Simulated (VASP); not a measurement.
**VASP 6.6.1 run: LiBr**

INCAR

```
BMIX = 0.0001
IMIX = 1
NSW = 0
SIGMA = 0.01
LCHARG = .FALSE.
IBRION = -1
LREAL = .FALSE.
METAGGA = R2SCAN
ISMEAR = 0
NELM = 83
LASPH = .TRUE.
ENCUT = 520
ISIF = 2
NBANDS = 12
EDIFF = 1E-7
PREC = Accurate
ALGO = Normal
AMIX = 2
LWAVE = .FALSE.
```

KPOINTS

```
KPOINTS created by Atomic Simulation Environment
0
Gamma
8 8 8
0 0 0
```

POSCAR

```
Li Br
 1.0000000000000000
     0.0000000000000000    2.7395650435869427    2.7395650435869427
     2.7395650435869427    0.0000000000000000    2.7395650435869427
     2.7395650435869427    2.7395650435869427    0.0000000000000000
 Li  Br
   1   1
Cartesian
  0.0000000000000000  0.0000000000000000 -0.0000000000000000
  2.7395650435869432  2.7395650435869432  2.7395650435869432
```

The recommended PBE PAW datasets give the neutral cell 10 valence electrons.

Command

```
mpirun -np 1 vasp_std
```

OSZICAR

```
N       E                     dE             d eps       ncg     rms          rms(c)
DAV:   1     0.280885308411E+02    0.28089E+02   -0.40759E+03   696   0.781E+02
DAV:   2    -0.180296899287E+02   -0.46118E+02   -0.44049E+02   856   0.138E+02
DAV:   3    -0.207275425321E+02   -0.26979E+01   -0.26897E+01   948   0.350E+01
DAV:   4    -0.207962980621E+02   -0.68756E-01   -0.68734E-01   956   0.542E+00
DAV:   5    -0.207966664569E+02   -0.36839E-03   -0.36839E-03   892   0.414E-01    0.177E+00
DAV:   6    -0.193650770794E+02    0.14316E+01   -0.21855E+00   704   0.860E+00    0.229E+00
DAV:   7    -0.206859078428E+02   -0.13208E+01   -0.92772E+00   792   0.137E+01    0.594E+00
DAV:   8    -0.283021246552E+02   -0.76162E+01   -0.58474E+01   708   0.325E+01    0.186E+01
DAV:   9    -0.745943203376E+02   -0.46292E+02   -0.32074E+02   968   0.772E+01    0.790E+01
DAV:  10    -0.366767306018E+03   -0.29217E+03   -0.23228E+03   732   0.192E+02    0.157E+02
DAV:  11    -0.165689204316E+04   -0.12901E+04   -0.11570E+04  1328   0.227E+02    0.119E+03
DAV:  12    -0.487741521086E+04   -0.32205E+04   -0.29871E+04  1016   0.785E+02    0.224E+03
DAV:  13    -0.939102185460E+04   -0.45136E+04   -0.41757E+04  1392   0.713E+02    0.428E+03
DAV:  14    -0.166370979793E+05   -0.72461E+04   -0.68906E+04  1388   0.129E+03    0.633E+03
```

Standard output (part)

```
POSCAR found type information on POSCAR LiBr
 POSCAR found :  2 types and       2 ions
 LDA part: xc-table for (None), standard interpolation
 POSCAR, INCAR and KPOINTS ok, starting setup
 WAVECAR not read
 entering main loop
|     EEEEEEE  RRRRRR   RRRRRR   OOOOOOO  RRRRRR      ###     ###     ###     |
|     E        R     R  R     R  O     O  R     R     ###     ###     ###     |
|     E        R     R  R     R  O     O  R     R     ###     ###     ###     |
|     EEEEE    RRRRRR   RRRRRR   O     O  RRRRRR       #       #       #      |
|     E        R    R   R    R   O     O  R    R      ###     ###     ###     |
|     EEEEEEE  R     R  R     R  OOOOOOO  R     R     ###     ###     ###     |
|     ERROR FEXCP: supplied Exchange-correletion table                        |
|      is too small, maximal index : 4048                                     |
|       ---->  I REFUSE TO CONTINUE WITH THIS SICK JOB ... BYE!!! <----       |
```

VASP stopped with an error.

Problem. What is wrong with this input?

Solution. Mixing far too strong. VASP stopped with an error.
